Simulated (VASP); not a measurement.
# CdSe (F-43m) in VASP: notebook, part 2 of 2

VASP 6.6.1.

## (3) Relaxation of cell and atoms, TPSS

The input, INCAR:

```
ALGO = Normal
EDIFF = 1E-7
EDIFFG = -0.01
ENCUT = 600
IBRION = 2
ISIF = 3
ISMEAR = 0
LASPH = True
LCHARG = False
LMIXTAU = True
LREAL = False
LWAVE = False
METAGGA = TPSS
NELM = 100
NSW = 60
PREC = Accurate
SIGMA = 0.05
```

The input, KPOINTS:

```
k-points
0
Gamma
  8 8 8
```

The input, POSCAR:

```
CdSe
1.0
    0.0000000000      3.0702711986      3.0702711986
    3.0702711986      0.0000000000      3.0702711986
    3.0702711986      3.0702711986      0.0000000000
Cd Se
1 1
Direct
    0.0000000000      0.0000000000      0.0000000000
    0.2500000000      0.2500000000      0.2500000000
```

Potentials or basis: VASP PAW PBE potentials, release 64 (Cd, Se).

Launch:

```console
$ cat potpaw_PBE.64/Cd/POTCAR potpaw_PBE.64/Se/POTCAR > POTCAR
$ mpirun -np 1 vasp_std > vasp.out
```

It took 14 min on 1 thread of Intel Xeon Platinum 8375C at 2.90GHz (Ice Lake), shared host; peak memory 0.24 GiB.

It converged, with:

```yaml
Free_energy: -21.9202 eV
Relaxed_volume: 29.76 Å³/atom
Relaxed_cell: a = 4.383 Å, b = 4.383 Å, c = 4.383 Å, α = 60.00°, β = 60.00°, γ = 60.00°
Space_group_after_relaxing_to_0.05_Å: F-43m (No. 216)
Energy_gained_by_relaxing: 3.1 meV/atom
Ionic_steps: 3
Pressure_after_relaxing: 0.0 GPa
Band_gap_on_the_k_mesh: 0.71 eV, direct
```

The path:
```csv
step,energy change (eV),largest force (eV/Å),pressure (GPa),volume (Å³)
1,0.0000,0.0000,1.35,57.88
2,-0.0063,0.0000,-0.32,59.96
3,-0.0062,0.0000,-0.03,59.52
```

Final structure:
```
CELL_PARAMETERS angstrom
0.00000 3.09895 3.09895
3.09895 0.00000 3.09895
3.09895 3.09895 0.00000
ATOMIC_POSITIONS crystal
Cd 0.00000 0.00000 0.00000
Se 0.25000 0.25000 0.25000
```

Levels at points of the mesh, in eV from the valence-band top:
```csv
k point,band 7,band 8,band 9,band 10,band 11,band 12
"(0.00, 0.00, 0.00)",0.00,0.00,0.00,0.71,6.14,6.14
"(0.50, 0.00, 0.00)",-4.06,-0.68,-0.68,2.52,6.62,6.62
"(0.50, 0.50, 0.00)",-3.81,-1.68,-1.68,3.41,3.87,9.10
```

Caveat: the PAW data sets were made with another functional, which shifts forces and pressure a little. TPSS opens gaps a little over a GGA but as a rule still falls short of measured ones.

## (4) Relaxation of cell and atoms, r2SCAN+D3(BJ)

The input, INCAR:

```
SYSTEM = CdSe
  PREC = Accurate
  ENCUT = 600
  EDIFF = 1E-6
  ISMEAR = 0
  SIGMA = 0.05
  LREAL = .False.
  LASPH = .True.
  NELM = 60
  ALGO = Normal
  ISIF = 3
  LWAVE = .False.
  LCHARG = .False.
  METAGGA = R2SCAN
  LMIXTAU = .True.
  IVDW = 12
  VDW_S6 = 1.0
  VDW_S8 = 0.78981345
  VDW_A1 = 0.49484001
  VDW_A2 = 5.73083694
  IBRION = 2
  NSW = 40
  EDIFFG = -0.005
```

The input, KPOINTS:

```
Automatic mesh
0
Gamma
  8 8 8
  0 0 0
```

POSCAR is that of step 3.

Launch:

```console
$ cat potpaw_PBE.64/Cd/POTCAR potpaw_PBE.64/Se/POTCAR > POTCAR
$ mpirun -np 1 vasp_std > vasp.out
```

It took 4.2 min on 1 thread of Intel Xeon Platinum 8375C at 2.90GHz (Ice Lake), shared host; peak memory 0.25 GiB.

The run converged. Its results:

```yaml
Free_energy: -36.2184 eV
Relaxed_volume: 28.48 Å³/atom
Relaxed_cell: a = 4.319 Å, b = 4.319 Å, c = 4.319 Å, α = 60.00°, β = 60.00°, γ = 60.00°
Space_group_after_relaxing_to_0.05_Å: F-43m (No. 216)
Energy_gained_by_relaxing: 1.2 meV/atom
Ionic_steps: 3
Pressure_after_relaxing: 0.0 GPa
Band_gap_on_the_k_mesh: 1.06 eV, direct
Dispersion_energy_per_atom: -0.152 eV
```

Step by step:
```tsv
step	energy change (eV)	largest force (eV/Å)	pressure (GPa)	volume (Å³)
1	0.0000	0.0000	-0.83	57.88
2	-0.0021	0.0000	0.32	56.64
3	-0.0024	0.0000	0.00	56.97
```

Final structure:
```cif
data_structure
_symmetry_space_group_name_H-M 'P 1'
_symmetry_Int_Tables_number 1
_cell_length_a 4.3190
_cell_length_b 4.3190
_cell_length_c 4.3190
_cell_angle_alpha 60.000
_cell_angle_beta 60.000
_cell_angle_gamma 60.000
_cell_volume 56.97
loop_
_atom_site_label
_atom_site_type_symbol
_atom_site_fract_x
_atom_site_fract_y
_atom_site_fract_z
_atom_site_occupancy
Cd1 Cd 0.00000 0.00000 0.00000 1
Se1 Se 0.25000 0.25000 0.25000 1
```

Levels at points of the mesh, in eV from the valence-band top:
```tsv
k point	band 7	band 8	band 9	band 10	band 11	band 12
(0.00, 0.00, 0.00)	0.00	0.00	0.00	1.06	6.47	6.47
(0.50, 0.00, 0.00)	-4.35	-0.74	-0.74	2.85	6.92	6.92
(0.50, 0.50, 0.00)	-4.03	-1.84	-1.84	3.48	4.14	9.63
```

Caveat: the PAW data sets were made with another functional, which shifts forces and pressure a little. r2SCAN opens gaps a little over a GGA but as a rule still falls short of measured ones.

## (5) Single point, r2SCAN

The input, INCAR:

```
SYSTEM = CdSe
PREC = Accurate
ENCUT = 520
EDIFF = 1E-7
ISMEAR = -1
SIGMA = 0.05
LREAL = .False.
LASPH = .True.
NELM = 60
ALGO = Normal
ISIF = 2
LWAVE = .False.
LCHARG = .True.
METAGGA = R2SCAN
LMIXTAU = .True.
LELF = .True.
LVHAR = .True.
```

The input, KPOINTS:

```
regular mesh
0
Gamma
  8 8 8
  0 0 0
```

POSCAR is that of step 4.

Potentials or basis: VASP PAW PBE potentials, release 64 (Cd, Se).

Launch:

```console
$ cat potpaw_PBE.64/Cd/POTCAR potpaw_PBE.64/Se/POTCAR > POTCAR
$ mpirun -np 1 vasp_std > vasp.out
```

OUTCAR:

```text
SYSTEM = CdSe
   PREC = Accurate
   ENCUT = 520
   EDIFF = 1E-7
   ISMEAR = -1
   LREAL = .False.
   LASPH = .True.
   NELM = 60
   ISIF = 2
   METAGGA = R2SCAN

 ion  position               nearest neighbor table
   1  0.000  0.000  0.000-   2 2.66   2 2.66   2 2.66   2 2.66
   2  0.250  0.250  0.250-   1 2.66   1 2.66   1 2.66   1 2.66

  LATTYP: Found a face centered cubic cell.
 ALAT       =     6.1405423972

  Lattice vectors:

[... 570 lines left out ...]

------------------------ aborting loop because EDIFF is reached ----------------------------------------

  FORCE on cell =-STRESS in cart. coord.  units (eV):
  Direction    XX          YY          ZZ          XY          YZ          ZX
  --------------------------------------------------------------------------------------
  -------------------------------------------------------------------------------------
  Total        0.0221071      0.0221071      0.0221071     -0.0000000      0.0000000      0.0000000
  in kB        0.6119015      0.6119015      0.6119015     -0.0000000      0.0000000      0.0000000
  external PRESSURE =       0.6119015 kB  Pullay stress =       0.0000000 kB

 VOLUME and BASIS-vectors are now :
 -----------------------------------------------------------------------------
  energy-cutoff  :      520.00
  volume of cell :       57.88
      direct lattice vectors                 reciprocal lattice vectors
     0.000000000  3.070271199  3.070271199    -0.162852063  0.162852063  0.162852063
     3.070271199  0.000000000  3.070271199     0.162852063 -0.162852063  0.162852063
     3.070271199  3.070271199  0.000000000     0.162852063  0.162852063 -0.162852063

 POSITION                                       TOTAL-FORCE (eV/Angst)
 -----------------------------------------------------------------------------------
      0.00000      0.00000      0.00000         0.000000      0.000000      0.000000
      1.53514      1.53514      1.53514        -0.000000     -0.000000     -0.000000
 -----------------------------------------------------------------------------------
    total drift:                               -0.000004     -0.000004     -0.000004

  FREE ENERGIE OF THE ION-ELECTRON SYSTEM (eV)
  ---------------------------------------------------
  free  energy   TOTEN  =       -35.9159333134 eV

  energy  without entropy=      -35.9159329425  energy(sigma->0) =      -35.91593313
```

stdout:

```text
POSCAR found type information on POSCAR CdSe
 POSCAR found :  2 types and       2 ions
 scaLAPACK will be used
 -----------------------------------------------------------------------------
|                                                                             |
|                                                                             |
|     You enforced a specific xc type in the INCAR file but a different       |
|     I HOPE YOU KNOW WHAT YOU ARE DOING!                                     |
|                                                                             |
 -----------------------------------------------------------------------------

 LDA part: xc-table for (None), standard interpolation
 POSCAR, INCAR and KPOINTS ok, starting setup
 FFT: planning ... GRIDC
 FFT: planning ... GRID_SOFT
 FFT: planning ... GRID
 WAVECAR not read
 entering main loop
```

Run time: 81 s. Hardware: 1 thread of Intel Xeon Platinum 8375C at 2.90GHz (Ice Lake), shared host; peak memory 0.19 GiB.

What came out:

* Free energy: -35.9159 eV
* Pressure: 0.1 GPa
* Band gap on the k mesh: 1.02 eV, direct

Levels at points of the mesh, in eV from the valence-band top:
```tsv
k point	band 6	band 7	band 8	band 9	band 10	band 11	band 12	band 13
(0.00, 0.00, 0.00)	-7.71	0.00	0.00	0.00	1.02	6.47	6.47	6.47
(0.50, 0.00, 0.00)	-7.42	-4.26	-0.72	-0.72	2.82	6.92	6.92	7.73
(0.50, 0.50, 0.00)	-7.36	-3.95	-1.79	-1.79	3.51	4.13	9.55	10.79
```

Caveat: the PAW data sets were made with another functional, which shifts forces and pressure a little.

## (6) For comparison

An earlier run on the cell as given: functional PBEsol; potentials or basis VASP PAW PBE potentials, release 64 (Cd, Se); cutoff 520 eV; k mesh 8 × 8 × 8; occupations fermi-dirac, width 0.05 eV; no spin polarisation.

* Pressure: -1.1 GPa
* Band gap on the k mesh: 0.43 eV, direct

## (7) Summary

| task | level | cell | cutoff (eV) | smearing | ladder | gap on the mesh (eV) | pressure (GPa) | relaxed volume (Å³/atom) |
| --- | --- | --- | --- | --- | --- | --- | --- | --- |
| relaxation of cell and atoms | r2SCAN | relaxed | 600 | gaussian 0.05 eV | - | 1.02 | 0.0 | - |
| relaxation of cell and atoms | TPSS | relaxed | 600 | gaussian 0.05 eV | - | 0.71 | 0.0 | 29.76 |
| relaxation of cell and atoms | r2SCAN+D3(BJ) | relaxed | 600 | gaussian 0.05 eV | - | 1.06 | 0.0 | 28.48 |
| single point | r2SCAN | as given | 520 | fermi-dirac 0.05 eV | - | 1.02 | 0.1 | - |
| single point | PBEsol | as given | 520 | fermi-dirac 0.05 eV | free | 0.43 | -1.1 | - |

Alike in all rows: potentials or basis VASP PAW PBE potentials, release 64 (Cd, Se); no spin polarisation; k mesh 8 × 8 × 8.

Caveats: the PAW data sets were made with another functional, which shifts forces and pressure a little; the relaxation stopped at its first step, so nothing moved (some runs).

Total energies depend on the potentials used, so only differences within one code and one set of settings carry meaning.
